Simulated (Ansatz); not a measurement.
Ansatz input

```yaml
crystal:
  lattice:
    - [-3.0239623022, 2.6624118796, 1.4272561901]
    - [2.6624118796, -3.0239623022, 1.4272561901]
    - [3.6585101585, 3.6585101585, -2.0894364513]
  atoms:
    - { symbol: Se, position: [0.0564213915, 0.9435786085, 0.0] }
    - { symbol: Se, position: [0.6935786085, 0.3064213915, 0.5] }
hamiltonian:
  xc: pbesol
  pseudopotentials:
    kind: paw
    azcp:
      Se: "pseudopotentials/Se.paw.azcp"
basis:
  ecutwfc: 420
  fft_grid_basis: typed
kpoints:
  mp_grid: { grid: [16, 16, 8], shift: [0, 0, 0] }
magnetization:
  spin_polarized: false
scf:
  occupations: { method: fermi_dirac, width: 0.1 }
  lower_state_search: "off"
output:
  stress: true
```

Output

```
Warning: the record states the generating functional pbe (its physics header spells it `PBE`), which answers neither for hamiltonian.xc's functional nor for the pbesol family's — results may be inconsistent (PPs are generated against a specific XC)
Engine: ansatz 0.2.0, aarch64-unknown-linux-gnu
Pseudopotentials: kind: paw
Pseudopotential: Se, paw, valence charge 16, recommended cutoff 420 eV (normal) 
Functional definition: PBEsol
  exchange = pbesol_x
  correlation = pbesol_c
Crystal: 2 atoms, lattice volume = 55.089 Å³
Basis set: ecut = 420 eV, 1087 PW (Γ)
Bands: 20, of which v1, the nominal top of the filled ones, is band 16 counted from 1 (15 counted from 0)
Symmetry: 4 space group operations
Space group: C2/c (ITA 15), of the structure as read, at distance tolerance 3.8e-5 Å
k-points: 554 of 2048
Non-local potential: Se, projectors of the file, l = 0: 2, l = 1: 2, l = 2: 3, l = 3: 1
PAW form: soft (Blöchl's): semilocal exchange-correlation on the pseudo side does not see the compensation charge
PAW frozen core: Se, regenerated for the run's functional, and the local potential with it (the file was generated under x = pbe(κ = 0.804, μ = 0.2195149727645171), c = pbe(β = 0.06672455060314922))
PAW one-centre angular grid: Se, 590 points (default); XC on 64 Gauss nodes
Initial density: superposition of atomic densities (neutral atoms: chi_scale 0, normalization atom), corrected by the library's trained network
Initial wavefunctions: pseudopotential atomic-orbital guess
Functional: x = pbesol(κ = 0.804, μ = 0.12345679012345678), c = pbesol(β = 0.046)
SCF iter   1: F=—  HF=-10848.017506 eV  |F-HF|=—  |Δ(HF+E_count)|=         —  Δρ=2.36e-3  dr2=3.22e-3  ethr=1.77e-3  ⟨swp⟩=5.2  Hψ=50671  notcnv=0
SCF iter   2: F=—  HF=-10848.016933 eV  |F-HF|=—  |Δ(HF+E_count)|=   5.73e-4  Δρ=8.89e-4  dr2=4.31e-4  ethr=1.01e-5  ⟨swp⟩=2.0  Hψ=24519  notcnv=0
SCF iter   3: F=—  HF=-10848.016488 eV  |F-HF|=—  |Δ(HF+E_count)|=   4.44e-4  Δρ=2.02e-4  dr2=2.71e-5  ethr=1.35e-6  ⟨swp⟩=2.0  Hψ=19999  notcnv=0
SCF iter   4: F=—  HF=-10848.016471 eV  |F-HF|=—  |Δ(HF+E_count)|=   1.70e-5  Δρ=4.81e-5  dr2=1.46e-6  ethr=8.48e-8  ⟨swp⟩=2.0  Hψ=19980  notcnv=0
iter 5 did not close the SCF: its close was put off for the readings that it lacked (scf_convergence_deferred on its scf_iter line)
SCF iter   5: F=-10848.016471 eV  HF=-10848.016471 eV  |F-HF|=1.49e-8  |Δ(HF+E_count)|=   1.17e-7  Δρ=9.70e-6  dr2=5.81e-8  ethr=4.56e-9  ⟨swp⟩=2.0  Hψ=14380  notcnv=0
SCF iter   6: F=-10848.016471 eV  HF=-10848.016471 eV  |F-HF|=8.11e-10  |Δ(HF+E_count)|=   7.91e-9  Δρ=1.75e-6  dr2=1.14e-9  ethr=1.82e-10  ⟨swp⟩=2.4  Hψ=41600  notcnv=0
SCF 1 converged in 6 iterations: F = -10848.016471 eV  dr2 = 1.14e-9
SCF converged after 6 iterations
Free energy (F): -10848.016471 eV
Harris-Foulkes:  -10848.016471 eV  (|F-HF|=8.11e-10)
Internal energy: -10847.984751 eV  (E = F + TS)
E sigma→0 (E₀):  -10848.000611 eV
Entropy (-TS):   -0.031721 eV (-15.860 meV/atom)
Fermi energy:    6.608596 eV
--- Per-component energies (eV) ---
  E_band       = -826.082514
  E_kinetic    = 231.030088
  E_local      = -5090.077292  (includes V_loc(G=0)·N_el)
  E_nonlocal   = -1182.197930
  E_hartree    = 2487.932823
  E_xc         = -203.774001
  E_vxc        = -192.331532  (∫ρ·V_xc dr)
  E_paw        = -3737.570413  (= ΣΔE_a)
  E_vpaw       = 431.629244  (= ΣTr[D̂ρ^β])
  E_aug_tail   = -0.001202  (compensation charges beyond the density's cutoff)
  E_ewald      = -3355.343725
  E_core_change = 2.016901  (= ΣΔE_core)
  E_smearing   = -0.031721  (= −TS)
  E_closure    = -0.000000  (closes the sum)
  Σ components = -10848.016471   (vs F -10848.016471, Δ=0.00e0)
--- Stress (GPa, compression-positive) ---
       -5.044015      -2.860411       0.044138
       -2.860411      -5.044015       0.044138
        0.044138       0.044138      -6.650359
  P = ⅓ Tr σ = -5.5795 GPa (-55.795 kbar)
```
